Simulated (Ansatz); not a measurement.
**Ligand exchange: C5H12 + CH6O3Si → C4H10O + C2H8O2Si**

Species: C5H12 (pentane) `CCCCC`, singlet; CH6O3Si `CO[SiH](O)O`, singlet; C4H10O (1-butanol) `CCCCO`, singlet; C2H8O2Si `CO[SiH](C)O`, singlet. The partners trade CH3 for OH: C–CH3 and Si–OH bonds give way to C–OH and Si–CH3.

Shapes, held fixed at every level: PBE0-D4/def2-TZVP. Flexible molecules stand in one conformer, not always the lowest. Programs: Ansatz 0.2.0. Electronic energies: no zero-point or thermal term.

Estimate ΔE of this reaction.

The highest level, CCSD(T)/CBS estimate, gives ΔE = +157.5 kJ/mol; the levels span +147.1 to +157.5. The column of differences is taken from that level and isn't an error. No measured value is set beside it here. The CBS estimate extrapolates MP2 from def2-TZVPP and def2-QZVPP and adds CCSD(T) − MP2 in the triple-zeta set, cores frozen.

```
               level                    kind  ΔE (kJ/mol)  less CCSD(T)/CBS estimate
 B3LYP-D4/def2-TZVPP           global hybrid       +151.2                       -6.3
  PBE0-D4/def2-TZVPP           global hybrid       +147.1                      -10.4
  wB97M-V/def2-TZVPP  range-separated hybrid       +152.2                       -5.3
  wB97X-V/def2-TZVPP  range-separated hybrid       +149.8                       -7.7
   B2PLYP/def2-TZVPP           double hybrid       +155.0                       -2.5
  CCSD(T)/def2-TZVPP   coupled cluster or CI       +156.2                       -1.3
     CCSD/def2-TZVPP   coupled cluster or CI       +157.2                       -0.3
CCSD(T)/CBS estimate   coupled cluster or CI       +157.5                        0.0
```
